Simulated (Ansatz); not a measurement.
# TiPt3 (Pm-3m): SCF with some post-processing in Python

A script is to give an SCF with some post-processing; the system is TiPt3 (Pm-3m).

All numbers are computed with the Python package of Ansatz 0.2.0. Level of theory: DFT PBE, plane waves, PAW.

### Step 1. The structure

Symmetry: Pm-3m, No. 221, cubic system. Conventional cell: a = 3.897 Å, b = 3.897 Å, c = 3.897 Å, α = 90.00°, β = 90.00°, γ = 90.00°. Ti (site symmetry m-3m) has 12 Pt at 2.76 Å as nearest neighbours. Pt (site symmetry 4/mmm) has 4 Ti at 2.76 Å and 8 Pt at 2.76 Å as nearest neighbours.

The script holds or builds the structure itself.

### Step 2. The script

Input file report_tipt3.py:

```python
'''One SCF of TiPt3 and its post-processing.'''

from pathlib import Path
import warnings

import ansatz as az
import matplotlib.pyplot as plt
import numpy as np

lattice = az.Lattice.of(
    (3.897, 0.0, 0.0),
    (0.0, 3.897, 0.0),
    (0.0, 0.0, 3.897),
)
sites = [
    ('Ti', (0.0, 0.0, 0.0)),
    ('Pt', (0.0, 0.5, 0.5)),
    ('Pt', (0.5, 0.0, 0.5)),
    ('Pt', (0.5, 0.5, 0.0)),
]
structure = az.Crystal(lattice=lattice)
for symbol, position in sites:
    structure = structure.atom(symbol, position)

setup = (
    structure.calculation()
    .kpoints(7, 7, 7)
    .functional(az.Functional.PBE)
    .occupations('Fermi-Dirac', width=0.15)
    .potential_components()
    .band_table()
    .density_of_states(energy_step=0.1, projected=True)
    .density()
)
with warnings.catch_warnings(record=True) as caught:
    warnings.simplefilter('always')
    result = setup.run(threads=1, backend='cpu')
print('warnings raised:', sorted(w.category.__name__ for w in caught) or 'none')
data = result.report

for key in ('converged', 'n_iterations', 'n_electrons', 'n_kpoints', 'n_pw', 'n_symmetry_ops', 'free_energy_ev', 'fermi_energy_ev'):
    print(f'{key:18s} {data[key]}')

folder = Path(result.write_results('parts'))
text = (folder / 'v_comp_z.tsv').read_text().splitlines()
rows = np.array([line.split() for line in text if not line.startswith('#')], dtype=float)
print(text[0])
print(np.array2string(rows[:: max(len(rows) // 12, 1)], precision=3, suppress_small=True))

# the band energy is the weighted sum of filled levels
eps, occ = np.array(data['eigenvalues_ev']), np.array(data['occupations'])
wk = np.tile(data['kweights'], len(eps) // len(data['kweights']))
print(f'sum of w f eps = {wk @ (eps * occ).sum(axis=1):.4f} eV, reported band energy {data["components"]["e_band"]:.4f} eV')

dos = result.density_of_states()
energy = np.asarray(dos.energies_ev) - dos.fermi_ev
projected = result.projected_density_of_states()
fig, ax = plt.subplots(figsize=(5, 3.4))
for name in sorted({site.species for site in projected.sites}):
    curve = sum(np.sum(part.g_bin_mean_per_ev, axis=0) for site in projected.sites if site.species == name for shell in site.shells for part in shell.curves)
    ax.plot(energy, curve, label=name)
    window = (energy > -4) & (energy <= 0)
    print(f'{name}: {curve[window].sum() * (energy[1] - energy[0]):.3f} projected states in the 4 eV under E_F')
ax.set(xlim=(-8, 6), xlabel='E - E_F (eV)', ylabel='states/eV')
ax.legend()
fig.savefig('pdos.png', dpi=100)

field = sum(channel.density_e_per_ang3 for channel in result.density().channels[:2])
fig, ax = plt.subplots(figsize=(4, 3.4))
shown = ax.imshow(np.log10(np.clip(field[:, :, 0].T, 1e-3, None)), origin='lower', extent=(0, 1, 0, 1))
fig.colorbar(shown, label='log10 density (e/A^3)')
ax.set(xlabel='fraction of grid vector 1', ylabel='fraction of grid vector 2')
fig.savefig('density_plane.png', dpi=100)
print(f'plane through the origin: {field[:, :, 0].min():.4f} to {field[:, :, 0].max():.4f} e/A^3')
```

### Step 3. What the engine is handed

The engine receives this input:

```yaml
crystal:
  lattice:
    - [3.897, 0.0, 0.0]
    - [0.0, 3.897, 0.0]
    - [0.0, 0.0, 3.897]
  atoms:
    - { symbol: Ti, position: [0.0, 0.0, 0.0] }
    - { symbol: Pt, position: [0.0, 0.5, 0.5] }
    - { symbol: Pt, position: [0.5, 0.0, 0.5] }
    - { symbol: Pt, position: [0.5, 0.5, 0.0] }
kpoints:
  mp_grid:
    grid: [7, 7, 7]
hamiltonian:
  xc: pbe
scf:
  occupations:
    method: fermi_dirac
    width: 0.15
output:
  write_density: true
  write_potential_components: true
  dos:
    de: 0.1
    projected: true
  eigenvalues: true
```

### Step 4. Launch

Command:

```bash
python report_tipt3.py
```

Log:

```text
warnings raised: ['DeckWarning', 'PlacementWarning']
converged          True
n_iterations       6
n_electrons        66.0
n_kpoints          20
n_pw               1189
n_symmetry_ops     48
free_energy_ev     -40072.13342792384
fermi_energy_ev    22.530465515343426
# z_ang	v_loc[eV]	v_h[eV]	v_xc[eV]
[[  0.      2.158   2.986 -14.463]
 [  0.289   8.917  -1.567 -13.933]
 [  0.577  23.383 -10.421 -12.581]
 [  0.866  32.384 -14.227 -11.528]
 [  1.155  24.854  -8.047 -12.188]
 [  1.443   3.162   6.28  -14.02 ]
 [  1.732 -17.39   20.307 -15.652]
 [  2.021 -22.389  23.805 -16.02 ]
 [  2.309  -8.319  14.044 -14.951]
 [  2.598  14.957  -1.517 -13.041]
 [  2.887  30.991 -12.423 -11.623]
 [  3.175  29.421 -13.432 -11.905]
 [  3.464  15.936  -6.055 -13.316]
 [  3.753   3.947   1.762 -14.329]]
sum of w f eps = -527.0238 eV, reported band energy -527.0238 eV
Pt: 13.595 projected states in the 4 eV under E_F
Ti: 2.039 projected states in the 4 eV under E_F
plane through the origin: 0.1564 to 11.7920 e/A^3
```

Run time: 3.2 s. Hardware: 1 thread of Arm Neoverse V2, shared host; peak memory 0.44 GiB.

### Step 5. The run's own record

The report of the run holds:

| item | value |
| --- | --- |
| SCF cycles in all | 6 |
| k-points solved | 20 |
| plane waves | 1189 |
| bands | 41 |
| valence electrons | 66 |
| free energy (eV) | -40072.13343 |
| Fermi level (eV) | 22.530 |
| lowest empty less highest filled level on the mesh, by band count (eV) | -1.521 |

### Step 6. Density of states

From dos.tsv among the run's results, states per cell in windows of 2 eV from the Fermi level (on a coarse mesh the curve is spiky, and it ends where the bands solved end):

| from | to | states |
| --- | --- | --- |
| -10 | -8 | 0.77 |
| -8 | -6 | 6.77 |
| -6 | -4 | 10.30 |
| -4 | -2 | 11.10 |
| -2 | 0 | 4.99 |
| 0 | 2 | 9.68 |
| 2 | 4 | 2.25 |
| 4 | 6 | 2.13 |
| 6 | 8 | 1.71 |

### Step 7. Summary of results

```
       quantity                                 value
    free energy  -40072.1334 eV (-10018.0334 eV/atom)
gap on the mesh                                  none
```

What this shows: The mesh shows no gap. Notes:
- The mesh is modest for a metal, so energies can be off by several to tens of meV an atom and pressures by half a GPa or more; differences at equal mesh fare better.
- An absolute Fermi energy rests on an arbitrary zero of the periodic potential and has no direct meaning.
- Projections exist only for the shells that the potentials hold, some of them semicore, and samples at single energies can miss narrow peaks.
- A Fermi-Dirac width this large means warm electrons, whose thermal share enters the free energy.
- Grid values close to the nuclei reflect the PAW or pseudopotential construction, not the all-electron fields.
- Gaps and levels are Kohn-Sham values on a finite set of k-points, without spin-orbit coupling.
- The computed bands are complete only to about 5.6 eV above the Fermi level; beyond that the density of states is undercounted.
